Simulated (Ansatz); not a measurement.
The system is GaN.

```
CELL_PARAMETERS angstrom
0.00000 2.13524 2.13524
2.13524 0.00000 2.13524
2.13524 2.13524 0.00000
ATOMIC_POSITIONS crystal
Ga 0.00000 0.00000 0.00000
N 0.50000 0.50000 0.50000
```

Measurements of this composition are mostly on another form, of space group No. 186.

Program: Ansatz 0.2.0. Alike in all runs: task single point; level HSE06 form with a typed share of exact exchange; potentials or basis Ansatz PAW; no spin polarisation; cell as given; k mesh 6 × 6 × 6; cutoff (eV) 420; smearing fermi-dirac 0.05 eV; the mesh is coarse, so values aren't converged.

**Question.** Order these runs on this cell by their pressure, lowest first.
A. share of exact exchange 0.4
B. share of exact exchange 0.05
C. share of exact exchange 0.5
D. share of exact exchange 0.1
E. share of exact exchange 0.25

**Answer.** C (-18.6 GPa), A (-15.3 GPa), E (-10.1 GPa), D (-4.5 GPa), B (-2.5 GPa).

Caveats: all runs use coarse meshes; the PAW data sets come from PBE, with cores solved anew for the run's functional, which leaves a small shift of forces and pressure; the thresholds are loose for stress.
